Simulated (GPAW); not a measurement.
A run of GPAW 26.7.0 is set up as follows.

run.py

```python
from ase import Atoms
from ase.dft.bandgap import bandgap
from ase.io import write
from ase.units import GPa
from gpaw import GPAW, PW

atoms = Atoms(['Cd', 'Se'],
              cell=[[0.0, 3.0702711986, 3.0702711986],
                    [3.0702711986, 0.0, 3.0702711986],
                    [3.0702711986, 3.0702711986, 0.0]],
              scaled_positions=[[0.0, 0.0, 0.0],
                                [0.25, 0.25, 0.25]],
              pbc=True)

calc = GPAW(mode=PW(700),
            xc='PBE',
            kpts={'size': (6, 6, 6), 'gamma': True},
            occupations={'name': 'fermi-dirac', 'width': 0.05},
            nbands=18,
            convergence={'density': 1e-05, 'energy': 1e-05},
            maxiter=80,
            txt='gpaw.txt')
atoms.calc = calc
energy = atoms.get_potential_energy()
forces = atoms.get_forces()
stress = atoms.get_stress()
calc.write('gs.gpw')
write('result.traj', atoms)
print(f'Energy: {energy:.6f} eV')
print('Forces (eV/A):')
print(forces.round(4))
print('Stress (GPa):', (stress / GPa).round(3))
print('Fermi level:', round(calc.get_fermi_level(), 4), 'eV')
print(f'Gap: {bandgap(calc)[0]:.4f} eV, direct: {bandgap(calc, direct=True)[0]:.4f} eV')
```

Potentials or basis: GPAW PAW data sets (gpaw-data 1.2.1), pw.

Command:

```sh
$ OMP_NUM_THREADS=1 python run.py
```

Problem. What does it give for the band gap on the k mesh?

Solution. 0.54 eV, direct.

Problem. Predict the pressure.

Solution. 1.1 GPa.

Expect the measured gap to be larger: semilocal functionals such as PBE lack the derivative discontinuity.
